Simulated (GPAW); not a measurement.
# Si (P-1) in GPAW: single point with PBE

Aim: the single point of Si with PBE.

Program: GPAW 26.7.0. These are calculated values, not measurements. Logs are shortened: lines on timing, memory, paths and dates and some standing lists are left out, and cuts for length are marked. The log counts tension as positive stress, the text compression.

### 1 The cell of the first run

The typed cell holds 1 atom: a = 2.622 Å, b = 2.745 Å, c = 2.618 Å, α = 102.53°, β = 99.83°, γ = 125.45°.

This isn't the form of Si at room conditions, which is diamond.

### 2 Single point, PBE (cell sheared at random, sigma 0.06, atoms nudged by 0.01 Å)

Contents of run.py:

```python
from ase.dft.bandgap import bandgap
from ase.io import read, write
from ase.units import GPa
from gpaw import GPAW, PW

atoms = read('Si.xyz')

calc = GPAW(mode=PW(450),
            xc='PBE',
            kpts={'size': (11, 10, 9), 'gamma': True},
            occupations={'name': 'fermi-dirac', 'width': 0.05},
            nbands=8,
            maxiter=120,
            txt='gpaw.txt')
atoms.calc = calc
energy = atoms.get_potential_energy()
forces = atoms.get_forces()
stress = atoms.get_stress()
calc.write('gs.gpw')
write('result.traj', atoms)
print(f'Energy: {energy:.6f} eV')
print('Forces (eV/A):')
print(forces.round(4))
print('Stress (GPa):', (stress / GPa).round(3))
print('Fermi level:', round(calc.get_fermi_level(), 4), 'eV')
print(f'Gap: {bandgap(calc)[0]:.4f} eV, direct: {bandgap(calc, direct=True)[0]:.4f} eV')
```

Contents of Si.xyz:

```xyz
1
Lattice="-1.6322467100 1.6887678500 1.1666669100 1.7308028500 -1.6932995100 1.2936920400 1.6246017100 1.6856545100 -1.1722508300" Properties=species:S:1:pos:R:3 pbc="T T T"
Si     0.0000000000      0.0000000000      0.0000000000
```

Potentials or basis: GPAW PAW data sets (gpaw-data 1.2.1), pw.

Run with:

```
> OMP_NUM_THREADS=1 python run.py
```

gpaw.txt:

```text
__  _  _
 | _ |_)|_||  |
 |__||  | ||/\| - 26.7.0

Input parameters:
  mode=PW(ecut=450.00000000000006),
  kpts=MonkhorstPack(size=(11, 10, 9), gamma=True),
  maxiter=120,
  nbands=8,
  occupations=Occupations(name='fermi-dirac', width=0.05),
  xc=XC(name='PBE')

Diagonalizing LCAO Hamiltonian
Converting LCAO to pw mode

       Si

Atoms  # Å, Bohr magnetons
|   | symbol |        x |        y |        z |    initial magnetic moments |
|---|--------|----------|----------|----------|-----------------------------|
| 0 |     Si | 0.000000 | 0.000000 | 0.000000 | ( 0.0000,  0.0000,  0.0000) |

Unit cell  # Å
| periodic |         x |         y |         z |  lengths |     angles |
|----------|-----------|-----------|-----------|----------|------------|
|      yes | -1.632247 |  1.688768 |  1.166667 | 2.622456 | 102.526825 |
|      yes |  1.730803 | -1.693300 |  1.293692 | 2.745283 |  99.834070 |
|      yes |  1.624602 |  1.685655 | -1.172251 | 2.618193 | 125.447958 |

Number of symmetries: 2
Symmetry operations  # r_c * U_cc + t_c -> r_c
|   | kind |            matrix            |
|---|------|------------------------------|
| 0 |  E   |  1, 0, 0,  0, 1, 0,  0, 0, 1 |
| 1 |  i   | -1, 0, 0,  0,-1, 0,  0, 0,-1 |

BZ-sampling:
  Number of BZ points: 990
  Number of IBZ points: 496

  Monkhorst-Pack size: [11, 10, 9]
  Monkhorst-Pack shift: [0.0, 0.05, 0.0]

K-points  # in reciprocal-cell coordinates
|     |                                coordinates |     weight |
|-----|--------------------------------------------|------------|
|   0 | (  0.00000000,   0.00000000,   0.00000000) | 0.00101010 |
|   1 | (  0.00000000,   0.00000000,   0.11111111) | 0.00202020 |
|   2 | (  0.00000000,   0.00000000,   0.22222222) | 0.00202020 |
|   3 | (  0.00000000,   0.00000000,   0.33333333) | 0.00202020 |
|   4 | (  0.00000000,   0.00000000,   0.44444444) | 0.00202020 |
|   5 | (  0.00000000,   0.10000000,  -0.44444444) | 0.00202020 |
|   6 | (  0.00000000,   0.10000000,  -0.33333333) | 0.00202020 |
|   7 | (  0.00000000,   0.10000000,  -0.22222222) | 0.00202020 |
|   8 | (  0.00000000,   0.10000000,  -0.11111111) | 0.00202020 |
|   9 | (  0.00000000,   0.10000000,   0.00000000) | 0.00202020 |
| ... |                                            |            |
| 495 | (  0.45454545,   0.50000000,   0.44444444) | 0.00202020 |

Plane wave coefficients: 310
Cutoff: 450.00000000000006 eV

Spin-components: 1 (collinear spins)
Bands:           8
Projectors:      5
Spin-degeneracy: 2
Datatype:        complex128

Parallelization:
  kpt:    1
  domain: 1
  band:   1

Density:
  Valence electrons: 4.0
  Components: 1
  Grid points: [14 14 14]
  Charge: 0.0  # |e|

Potential:
  Grid points: [14 14 14]

species:
  Si:
    name:    Silicon
    Z:       14.0
    valence: 4
    core:    10
    charge:  0.0  # [|e|]
    compensation charges:
      type: gauss
      rc: 0.33  # [Å]
      lmax: 2
    cutoffs:
      filter: 1.86  # [Å]
      core: 2.06  # [Å]
    projectors
    | kind |    occ | energy [eV] | rcut [Å] |
    |------|--------|-------------|----------|
    |   3s |  2.000 |     -10.812 |    1.058 |
    |   3p |  2.000 |      -4.081 |    1.058 |
    |    s |        |      16.399 |    1.058 |
    |    p |        |      23.130 |    1.058 |
    |    d |        |       0.000 |    1.058 |

    Using partial waves for Si as LCAO basis

Reference energy: -7886.344250  # eV

eigensolver:
  PPCG
  Converge bands: occupied
  niter=2

density mixing:
  MSR1-Mixer
  Pratt-step length: 0.05
  Maximum mixing coefficient: 0.75
  Old densities: 10
  SVD Regularization: 0.005
  Good broyden scale: 1.0
  Trust region scale: 1.0
  Backstep threshold: 4.0
  History deletion threshold: 6.0
  Fourier metric: weight=20.0, sigma=0.015

occupation numbers:
  Fermi-Dirac:
    width: 0.0500  # eV

poisson solver:
  ecut: 3600.0000000000005  # eV

xc functional:
  name: PBE with 2 nearest neighbor stencil

convergence criteria:
- Maximum [total energy] change in last 3 cyles: 0.0005 eV / valence electron
- Maximum integral of absolute [dens]ity change: 0.0001 electrons / valence electron
- Maximum integral of absolute [eigenst]ate change: 4e-08 eV^2 / valence electron
maximum number of iterations: 120

SCF iterations
|iter     | |      energy | eigst |  dens |
|---------|-|-------------|-------|-------|
|iter:   1| |   -4.877471 | +0.05 |       |
|iter:   2| |   -4.878969 | -3.10 | -1.13 |
|iter:   3| |   -4.883476 | -3.40 | -1.16 |
|iter:   4| |   -4.884189 | -4.13 | -1.69 |
|iter:   5| |   -4.884196c| -6.10 | -2.75 |
|iter:   6| |   -4.884197c| -7.45c| -3.40 |
|iter:   7| |   -4.884197c| -8.34c| -4.13c|

Converged in 7 steps
Energy contributions relative to reference atoms: (reference = -7886.344250)

Energy contributions:
  Kinetic:           5.898085
  Coulomb:          -3.719669
  Zero:             -0.025250
  External:          0.000000
  Xc:               -7.035440
  Entropy:          -0.003846
  Spinorbit:         0.000000
  ----------------------------
  Free energy:      -4.886120
  Extrapolated:     -4.884197

dipole moment: (-3.757833, -3.666164, -2.809084)  # |e|*Ang

Fermi level: 9.870
Eigenvalues  # (at kpt = [0.000, 0.000, 0.000])
| band index |      eig [eV] | occ [0-2] |
|------------|---------------|-----------|
|          0 |        -4.941 |     2.000 |
|          1 |        18.149 |     0.000 |
|          2 |        18.587 |     0.000 |
|          3 |        18.800 |     0.000 |
|          4 |        21.183 |     0.000 |
|          5 |        25.273 |     0.000 |
|          6 |        26.992 |     0.000 |
|          7 |        27.303 |     0.000 |

No gap
No difference between direct/indirect transitions

Forces  # eV/Ang
|       x |       y |       z |
|---------|---------|---------|
| 0.00000 | 0.00000 | 0.00000 |  # Si   0

Stress tensor  # eV/Ang^3
|         x |         y |         z |
|-----------|-----------|-----------|
| -0.020975 | -0.006019 |  0.001801 |
| -0.006019 | -0.021643 | -0.005197 |
|  0.001801 | -0.005197 | -0.080965 |

# Writing to gs.gpw (mode='')
```

stdout:

```text
Energy: -4.884197 eV
Forces (eV/A):
[[0. 0. 0.]]
Stress (GPa): [ -3.361  -3.468 -12.972  -0.833   0.289  -0.964]
Fermi level: 9.8699 eV
Gap: 0.0000 eV, direct: 0.0000 eV
```

Run time: 26 s. Hardware: 1 thread of Arm Neoverse V1, shared host; peak memory 0.16 GiB.

What came out:

```yaml
Free_energy: -4.8861 eV
Pressure: 6.6 GPa
Band_gap_on_the_k_mesh: none (metal or under the smearing width)
```

Levels at points of the mesh, in eV from the Fermi level:
```
           k point  band 1  band 2  band 3  band 4  band 5
(0.00, 0.00, 0.00)  -14.81    8.28    8.72    8.93   11.31
(0.00, 0.50, 0.00)   -6.63   -6.17    5.63    6.21    6.54
```

Caveat: the cutoff is short for stress and forces, so pressures can be off by a GPa or more.
